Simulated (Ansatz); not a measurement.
Input and command of a plane-wave DFT calculation in Ansatz:

```yaml
crystal:
  lattice:
    - [0.0, 2.2005638205, 2.5832705719]
    - [2.2005638205, 0.0, 2.5832705719]
    - [2.2005638205, 2.2005638205, 0.0]
  atoms:
    - { symbol: B, position: [0.0, 0.0, 0.0] }
    - { symbol: As, position: [0.75, 0.75, 0.75] }
basis:
  ecutwfc: 500
kpoints:
  mp_grid: { grid: [10, 10, 10] }
hamiltonian:
  xc: r2scan
scf:
  occupations: { method: gaussian, width: 0.05 }
output:
  forces: true
  stress: true
  eigenvalues: true
```

```bash
ansatz run input.yaml --threads 2 --pin off --max-ram 5120MiB --backend cpu --events-out ev --progress --plain --runs-dir out
```

Processor: Intel(R) Xeon(R) Platinum 8259CL CPU @ 2.50GHz (Skylake/Cascade Lake), 2 threads, on a host shared with other jobs.

How long does it run, and how much memory does it take?

About 4.6 s on 2 threads of Intel(R) Xeon(R) Platinum 8259CL CPU @ 2.50GHz (Skylake/Cascade Lake), on a shared host, peak memory 0.47 GiB. It solves 13 bands at 102 k points (the mesh reduced by symmetry) with about 625 plane waves, in 6 SCF iterations.
